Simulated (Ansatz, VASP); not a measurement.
Given: the input of a run of VASP 6.6.1 on Sc.

Contents of INCAR:

```
PREC = Accurate
ENCUT = 520
EDIFF = 1E-7
ISMEAR = -1
SIGMA = 0.05
LREAL = False
LASPH = True
NELM = 60
ALGO = Normal
ISIF = 2
LWAVE = False
LCHARG = False
GGA = PE
NBANDS = 18
```

File KPOINTS:

```
regular mesh
0
Gamma
  9 9 5
```

Contents of POSCAR:

```
Sc
1.0
    3.3525444672      0.0000000000      0.0000000000
   -1.6762722336      2.9033886759      0.0000000000
    0.0000000000      0.0000000000      5.3426934842
Sc
2
Direct
    0.6666666667      0.3333333333      0.7500000000
    0.3333333333      0.6666666667      0.2500000000
```

Potentials or basis: VASP PAW PBE potentials, release 64 (Sc_sv).

The run is started by

```sh
$ cat potpaw_PBE.64/Sc_sv/POTCAR > POTCAR
$ mpirun -np 1 vasp_std > vasp.out
```

Q: Set up the same calculation for Ansatz 0.2.0. Potentials there: Ansatz PAW.

A: As run (the cutoff follows the program's own potentials):

input.yaml

```yaml
crystal:
  lattice:
    - [3.3525444672, 0.0, 0.0]
    - [-1.6762722336, 2.9033886759, 0.0]
    - [0.0, 0.0, 5.3426934842]
  atoms:
    - { symbol: Sc, position: [0.6666666667, 0.3333333333, 0.75] }
    - { symbol: Sc, position: [0.3333333333, 0.6666666667, 0.25] }
hamiltonian:
  xc: pbe
  pseudopotentials: { kind: paw }
kpoints:
  mp_grid: { grid: [9, 9, 5] }
scf:
  occupations: { method: fermi_dirac, width: 0.05 }
output:
  forces: true
  stress: true
  eigenvalues: true
```

Potentials or basis: Ansatz PAW.

The run is started by

```bash
$ ansatz run input.yaml --threads 1 --pin off --max-ram 3584MiB --backend cpu --events-out ev --progress --plain --runs-dir out
```

Both were run:

|  | VASP | Ansatz | Ansatz less VASP |
| --- | --- | --- | --- |
| gap on the k mesh at the Fermi level (eV) | none | none | - |
| pressure (GPa) | -2.6 | -2.6 | -0.02 |
| largest component of the traceless stress (GPa) | 0.91 | 0.91 | +0.003 |

A gap of «none» marks a metal or a gap that the smearing closes. The functional is the same, so the differences come from potentials, cutoffs and numerics.
